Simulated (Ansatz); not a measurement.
Computed properties of MoS2

```yaml
crystal:
  lattice:
    - [3.16100, 0.00000, 0.00000]
    - [-1.58050, 2.73751, 0.00000]
    - [0.00000, 0.00000, 12.29500]
  atoms:
    - { symbol: Mo, position: [0.33333, 0.66667, 0.25000] }
    - { symbol: Mo, position: [0.66667, 0.33333, 0.75000] }
    - { symbol: S, position: [0.33333, 0.66667, 0.62750] }
    - { symbol: S, position: [0.66667, 0.33333, 0.12750] }
    - { symbol: S, position: [0.33333, 0.66667, 0.87250] }
    - { symbol: S, position: [0.66667, 0.33333, 0.37250] }
```

Atom numbers follow the list: Mo1, Mo2, S3, S4, S5, S6.

The cell comes from COD entry 9007660, which wasn't checked; take it as a given geometry.

Levels of theory: DFT, LDA, all-electron LAPW, scalar-relativistic (Ansatz 0.2.0); DFT, LDA, PAW with Ansatz's default frozen-core files, scalar-relativistic (Ansatz 0.2.0).

For LAPW: a Γ-centred 10×10×3 k mesh, Fermi–Dirac smearing of 0.03 eV, basis error target 1 meV/atom, no spin polarisation. PAW takes a cutoff of 420 eV at this cell (files made with PBE, cores remade for this functional). The Ansatz runs share mesh, smearing and spin set-up. Values come from LAPW unless marked.

```
Pressure at this cell                                                                                                  : 1.12 GPa
Band gap                                                                                                               : 0.68 eV, indirect from Γ to K (0.333, 0.333, 0)
Stress xx, yy, zz (compression positive)                                                                               : -1.19, -1.19, 5.72 GPa
Largest force                                                                                                          : 0.753 eV/Å on S6
Smallest direct gap on the path                                                                                        : 1.58 eV
Löwdin charges (with 0.41 e of the cell spilling out of the atomic basis, so their sizes and signs hang on that basis) : Mo1 0.29, S3 -0.04 e
Bader charges (from the PAW run)                                                                                       : Mo1 +1.17, S3 -0.59 e
Volume per atom                                                                                                        : 17.73 Å³
```
